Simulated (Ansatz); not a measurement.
Computed with DFT PBE, scalar-relativistic, plane waves, PAW in Ansatz. Cutoff 420 eV, Γ-centred meshes of about 0.25 Å⁻¹ or finer for metals and 0.3 Å⁻¹ for insulators (2π included), Gaussian smearing. No spin polarisation.

Temperature and zero-point effects are left out.

Two relaxed structures of Mo6H:

1.

Space group P4/mmm (No. 123). a = 3.137 Å, b = 3.137 Å, c = 9.911 Å, α = 90.00°, β = 90.00°, γ = 90.00°
| atom | site | symmetry | x | y | z |
| --- | --- | --- | --- | --- | --- |
| H | 1c | 4/mmm | 0.5000 | 0.5000 | 0.0000 |
| Mo | 2h | 4mm | 0.5000 | 0.5000 | 0.1865 |
| Mo | 1a | 4/mmm | 0.0000 | 0.0000 | 0.0000 |
| Mo | 2g | 4mm | 0.0000 | 0.0000 | 0.6609 |
| Mo | 1d | 4/mmm | 0.5000 | 0.5000 | 0.5000 |

2.

Space group P-3m1 (No. 164). a = 2.993 Å, b = 2.993 Å, c = 12.753 Å, α = 90.00°, β = 90.00°, γ = 120.00°
```tsv
atom	site	symmetry	x	y	z
H	1a	-3m.	0.0000	0.0000	0.0000
Mo	2d	3m.	0.6667	0.3333	0.4188
Mo	2d	3m.	0.3333	0.6667	0.0903
Mo	2c	3m.	0.0000	0.0000	0.7429
```

Task: Which is lower in energy, and by how much?

Result: Cell 1 is lower, by 201 meV/atom. Cell 1 has space group P4/mmm (No. 123), 13.9 Å³/atom and no gap on its mesh; cell 2 has space group P-3m1 (No. 164), 14.1 Å³/atom and no gap. Counting Mo atoms around H (those within 1.25 times the shortest such distance or 1.15 times the sum of covalent radii; a plus sign parts nearer from farther groups), cell 1 has H 2+4 and cell 2 has H 6. Both come from trial cells of a structure search, whose lowest cell (P-4m2, 14.0 Å³/atom) lies 18 meV/atom below the lower of the two.

With hydrogen, zero-point motion can shift such differences by 10 meV/atom or more. Trial moments fell under 0.15 μB along the way in P4/mmm and P-3m1; another start might hold them. Cells relaxed within their symmetry can be saddle points. Some structure types and database cells were kept out of the candidates from the start, so a known form may be missing.
